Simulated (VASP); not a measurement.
A run of VASP 6.6.1 is set up as follows.

File INCAR:

```
ALGO     = Normal         # electronic algorithm
EDIFF    = 1E-7           # SCF threshold, eV
ENCUT    = 520            # plane-wave cutoff, eV
GGA      = PE             # functional
ISIF     = 2              # what is computed and relaxed
ISMEAR   = 0              # smearing method
ISPIN    = 2              # spin polarisation
LASPH    = T              # aspherical terms in the spheres
LCHARG   = F              # write CHGCAR
LMAXMIX  = 6              # l up to which the mixer works
LORBIT   = 11             # projections on sites
LREAL    = F              # projectors in reciprocal space
LWAVE    = F              # write WAVECAR
MAGMOM   = 7 0            # initial moments
NELM     = 150            # most SCF steps
PREC     = Accurate       # precision mode
SIGMA    = 0.011          # smearing width, eV
```

Contents of KPOINTS:

```
k-points
0
Gamma
  8 8 8
```

POSCAR

```
EuS
1.0
    0.0000000000      2.9785000000      2.9785000000
    2.9785000000      0.0000000000      2.9785000000
    2.9785000000      2.9785000000      0.0000000000
Eu S
1 1
Direct
    0.0000000000      0.0000000000      0.0000000000
    0.5000000000      0.5000000000      0.5000000000
```

Potentials or basis: VASP PAW PBE potentials, release 64 (Eu, S).

The run is started by

```console
$ cat potpaw_PBE.64/Eu/POTCAR potpaw_PBE.64/S/POTCAR > POTCAR
$ mpirun -np 1 vasp_std > vasp.out
```

Task: What does it give for the band gap on the k mesh?

Result: None (metal or under the smearing width).

Task: What does it give for the net moment?

Result: 6.99 μB per cell.

Caveat: spin-orbit coupling is left out, which moves the levels of the heavy elements; a cell with one magnetic atom can't hold antiferromagnetic order, which such compounds often take; without U or exact exchange the open f shell lies at the Fermi level, which spoils levels, moments and volumes. The state reached can hang on the start; a lower one may exist.

**What was measured.**

“Crystal-field mediated electronic transitions of EuS up to 35 GPa”, 2022, pmc:8786971 reports, for a powder of EuS at 300 K: band gap 1.72 eV (optical).

A measured gap of EuS is 1.72 eV (optical; 300 K; powder; “Crystal-field mediated electronic transitions of EuS up to 35 GPa”, 2022, pmc:8786971); the calculated 0.00 eV misses it by -1.72 eV. So large a miss can be the level of theory's own, or it may mean another phase, state or a wrong row. Spin-orbit coupling on Eu is left out. The value is that of PBE on a finite k mesh, which can miss the band edges, without temperature or zero-point motion. Semilocal functionals fall short of measured gaps as a rule. The run's magnetic order (collinear spin, ferromagnetic start) needn't be the measured crystal's.
